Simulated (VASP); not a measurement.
# Er (Fm-3m) in VASP: a series of runs, part 2 of 2

VASP 6.6.1. Earlier steps stand in the parts before.

## 4. Single point, PBE, collinear spin, ferromagnetic start

INCAR reads:

```
SYSTEM = Er
PREC     = Accurate       ! precision mode
ENCUT    = 550            ! plane-wave cutoff, eV
EDIFF    = 1E-6           ! SCF threshold, eV
ISMEAR   = 0              ! smearing method
SIGMA    = 0.2            ! smearing width, eV
LREAL    = .False.        ! projectors in reciprocal space
LASPH    = .True.         ! aspherical terms in the spheres
NELM     = 100            ! most SCF steps
ALGO     = Normal         ! electronic algorithm
ISIF     = 2              ! what is computed and relaxed
LWAVE    = .False.        ! write WAVECAR
LCHARG   = .False.        ! write CHGCAR
ISPIN    = 2              ! spin polarisation
MAGMOM   = 3              ! initial moments
LORBIT   = 11             ! projections on sites
LMAXMIX  = 6              ! l up to which the mixer works
GGA      = PE             ! functional
ADDGRID  = .False.
```

KPOINTS reads:

```
Automatic mesh
0
Gamma
  10 10 10
  0 0 0
```

POSCAR reads:

```
Er
1.0
   -0.0089250000      2.4571370000      2.4791170000
    2.4542050000     -0.0023290000      2.4725200000
    2.4870360000      2.4833720000     -0.0351600000
Er
1
Direct
   -0.0043710000     -0.0077920000     -0.0181410000
```

Potentials or basis: VASP PAW PBE potentials, release 64 (Er_3), 4f in core.

Command:

```bash
cat potpaw_PBE.64/Er_3/POTCAR > POTCAR
mpirun -np 1 vasp_std > vasp.out
```

OUTCAR:

```text
SYSTEM = Er
   PREC = Accurate
   ENCUT = 550
   EDIFF = 1E-6
   ISMEAR = 0
   LREAL = .False.
   LASPH = .True.
   NELM = 100
   ISIF = 2
   ISPIN = 2
   LORBIT = 11
   GGA = PE

 Found    504 irreducible k-points:

 Following reciprocal coordinates:
            Coordinates               Weight
  0.000000  0.000000  0.000000      1.000000
  0.100000  0.000000 -0.000000      2.000000
  0.200000  0.000000 -0.000000      2.000000
  0.300000  0.000000 -0.000000      2.000000
  0.400000  0.000000 -0.000000      2.000000
  0.500000  0.000000 -0.000000      1.000000
   k-points           NKPTS =    504   k-points in BZ     NKDIM =    504   number of bands    NBANDS=     10
   number of dos      NEDOS =    301   number of ions     NIONS =      1
   total plane-waves  NPLWV =  21952
   dimension x,y,z NGX =    28 NGY =   28 NGZ =   28
   dimension x,y,z NGXF=    56 NGYF=   56 NGZF=   56
   ions per type =               1
   NGX,Y,Z   is equivalent  to a cutoff of  13.34, 13.36, 13.24 a.u.
   NGXF,Y,Z  is equivalent  to a cutoff of  26.67, 26.72, 26.49 a.u.
 SYSTEM =  Er
   PREC   = accura    normal or accurate (medium, high low for compatibility)
   ISTART =      0    job   : 0-new  1-cont  2-samecut
   ICHARG =      2    charge: 1-file 2-atom 10-const
   ISPIN  =      2    spin polarized calculation?
   LNONCOLLINEAR =      F non collinear calculations
   LSORBIT =      F    spin-orbit coupling
   LASPH  =      T    aspherical Exc in radial PAW
   ENCUT  =  550.0 eV  40.42 Ry    6.36 a.u.   6.67  6.66  6.72*2*pi/ulx,y,z
   NELM   =    100;   NELMIN=  2; NELMDL= -5     # of ELM steps
   EDIFF  = 0.1E-05   stopping-criterion for ELM
   LREAL  =      F    real-space projection
   EDIFFG = 0.1E-04   stopping-criterion for IOM
   NSW    =      0    number of steps for IOM
   IBRION =     -1    ionic relax: 0-MD 1-quasi-New 2-CG
   NFREE  =      0    steps in history (QN), initial steepest desc. (CG)
   ISIF   =      2    stress and relaxation
   ISYM   =      2    0-nonsym 1-usesym 2-fastsym
   POTIM  = 0.5000    time-step for ionic-motion
   TEBEG  =    0.0;   TEEND  =   0.0 temperature during run
   PSTRESS=    0.0 pullay stress
   NELECT =       9.0000    total number of electrons
   NUPDOWN=      -1.0000    fix difference up-down
   EMIN   =  10.00;   EMAX   =-10.00  energy-range for DOS
   EFERMI =   0.00;   METHOD = LEGACY
   ISMEAR =     0;   SIGMA  =   0.20  broadening in eV -4-tet -1-fermi 0-gaus
   EFERMI_NEDOS =   21; number of points for ismear=-14 and -15
   IALGO  =     38    algorithm
   IMIX   =      4    mixing-type and parameters
     AMIX     =   0.40;   BMIX     =  1.00
     AMIX_MAG =   1.60;   BMIX_MAG =  1.00
  volume/ion in A,a.u.               =      30.50       205.83
[... 43 lines left out ...]
      4      -2.4832      1.00000
      5       4.9204      0.00000
      6       5.1604      0.00000
      7       5.1869      0.00000
      8       7.3849      0.00000
      9       7.4988      0.00000
     10      12.6393      0.00000
[... 53 lines left out ...]
 k-point     6 :       0.5000    0.0000   -0.0000
  band No.  band energies     occupation
      1     -21.9095      1.00000
      2     -21.3904      1.00000
      3     -21.3849      1.00000
      4       0.6705      1.00000
      5       3.7780      0.00000
      6       4.7675      0.00000
      7       4.9969      0.00000
      8       9.0628      0.00000
      9       9.3083      0.00000
     10      11.3702      0.00000

 [... further k-points ...]

 spin component 2

 k-point     1 :       0.0000    0.0000    0.0000
  band No.  band energies     occupation
      1     -21.3168      1.00000
      2     -21.3028      1.00000
      3     -21.2995      1.00000
      4      -2.4832      1.00000
      5       4.9201      0.00000
      6       5.1601      0.00000
      7       5.1867      0.00000
      8       7.3848      0.00000
      9       7.4987      0.00000
     10      12.6388      0.00000
[... 53 lines left out ...]
 k-point     6 :       0.5000    0.0000   -0.0000
  band No.  band energies     occupation
      1     -21.9094      1.00000
      2     -21.3904      1.00000
      3     -21.3848      1.00000
      4       0.6702      1.00000
      5       3.7783      0.00000
      6       4.7674      0.00000
      7       4.9968      0.00000
      8       9.0628      0.00000
      9       9.3083      0.00000
     10      11.3702      0.00000

 [... further k-points ...]
[... 5 lines left out ...]
  --------------------------------------------------------------------------------------
  -------------------------------------------------------------------------------------
  Total        0.0184039      0.0257869     -0.0265747     -0.0619060      0.0724233      0.1053061
  in kB        0.9667562      1.3545860     -1.3959695     -3.2519255      3.8043994      5.5317311
  external PRESSURE =       0.3084576 kB  Pullay stress =       0.0000000 kB

 VOLUME and BASIS-vectors are now :
 -----------------------------------------------------------------------------
  energy-cutoff  :      550.00
  volume of cell :       30.50
      direct lattice vectors                 reciprocal lattice vectors
    -0.008925000  2.457137000  2.479117000    -0.201313527  0.204442392  0.200014888
     2.454205000 -0.002329000  2.472520000     0.204685885 -0.202140878  0.201085569
     2.487036000  2.483372000 -0.035160000     0.199378760  0.200206110 -0.197713292

 POSITION                                       TOTAL-FORCE (eV/Angst)
 -----------------------------------------------------------------------------------
      4.86811      4.88241      4.88701         0.000000      0.000000     -0.000000
 -----------------------------------------------------------------------------------
    total drift:                               -0.000001      0.000001      0.000001

  FREE ENERGIE OF THE ION-ELECTRON SYSTEM (eV)
  ---------------------------------------------------
  free  energy   TOTEN  =        -4.4823996840 eV

  energy  without entropy=       -4.4523182591  energy(sigma->0) =       -4.46735897

 total charge

# of ion       s       p       d       tot
------------------------------------------
    1        0.513   6.504   1.103   8.121

 magnetization (x)

# of ion       s       p       d       tot
------------------------------------------
    1       -0.000   0.000  -0.000  -0.000
```

OSZICAR:

```text
N       E                     dE             d eps       ncg     rms          rms(c)
DAV:   1     0.133586220010E+02    0.13359E+02   -0.47326E+03 28300   0.927E+02
DAV:   2    -0.290082799448E+01   -0.16259E+02   -0.15436E+02 29106   0.269E+02
DAV:   3    -0.356584225251E+01   -0.66501E+00   -0.61795E+00 31386   0.588E+01
DAV:   4    -0.357535650354E+01   -0.95143E-02   -0.93593E-02 36220   0.332E+00
DAV:   5    -0.357538631658E+01   -0.29813E-04   -0.29770E-04 32168   0.111E-01    0.213E+01
DAV:   6    -0.439394028786E+01   -0.81855E+00   -0.25217E-01 32122   0.478E+00    0.134E+01
DAV:   7    -0.446292211650E+01   -0.68982E-01   -0.55050E-02 31838   0.232E+00    0.653E+00
DAV:   8    -0.447585284980E+01   -0.12931E-01   -0.73074E-02 31894   0.223E+00    0.138E+00
DAV:   9    -0.448193371979E+01   -0.60809E-02   -0.35777E-03 31806   0.712E-01    0.250E-01
DAV:  10    -0.448231818582E+01   -0.38447E-03   -0.99599E-04 32258   0.177E-01    0.183E-01
DAV:  11    -0.448239322008E+01   -0.75034E-04   -0.24178E-04 30908   0.975E-02    0.417E-02
DAV:  12    -0.448239727782E+01   -0.40577E-05   -0.81606E-06 32154   0.250E-02    0.264E-02
DAV:  13    -0.448239971105E+01   -0.24332E-05   -0.11098E-05 27782   0.143E-02    0.816E-03
DAV:  14    -0.448239968401E+01    0.27041E-07   -0.75508E-07 14242   0.832E-03
   1 F= -.44823997E+01 E0= -.44673590E+01  d E =-.300814E-01  mag=    -0.0000
```

stdout:

```text
POSCAR found type information on POSCAR Er
 POSCAR found :  1 types and       1 ions
 scaLAPACK will be used
 LDA part: xc-table for (Slater+PW92), standard interpolation
 POSCAR, INCAR and KPOINTS ok, starting setup
 FFT: planning ... GRIDC
 FFT: planning ... GRID_SOFT
 FFT: planning ... GRID
 WAVECAR not read
 entering main loop
```

Wall time 2.6 min (1 thread of Intel Xeon 6975P-C (Granite Rapids), shared host); peak memory 0.38 GiB.

These settings aren't checked as converged: the numbers below hold their error.

Results:

* Free energy: -4.4824 eV
* Pressure: 0.0 GPa
* Band gap on the k mesh: none (metal or under the smearing width)
* Net moment: 0.00 μB per cell
* Valence electrons inside the program's atomic spheres: Er 8.12

Caveat: the magnetic or orbital state may not be the lowest; spin-orbit coupling is left out, which moves the levels of the heavy elements; the 4f electrons are frozen in the core as for a trivalent ion, so they carry no moment and show no levels.

## 5. The reference run

An earlier run on the cell as given: functional PBE; potentials or basis VASP PAW PBE potentials, release 64 (Er); cutoff 520 eV; k mesh 9 × 9 × 9; occupations fermi-dirac, width 0.05 eV; collinear spin, ferromagnetic start; starting moments [3.0] μB.

- Pressure: 2.8 GPa
- Band gap on the k mesh: none (metal or under the smearing width)
- Net moment: 2.42 μB per cell
- Site moments: Er +2.43 μB
- Valence electrons inside the program's atomic spheres: Er 19.66
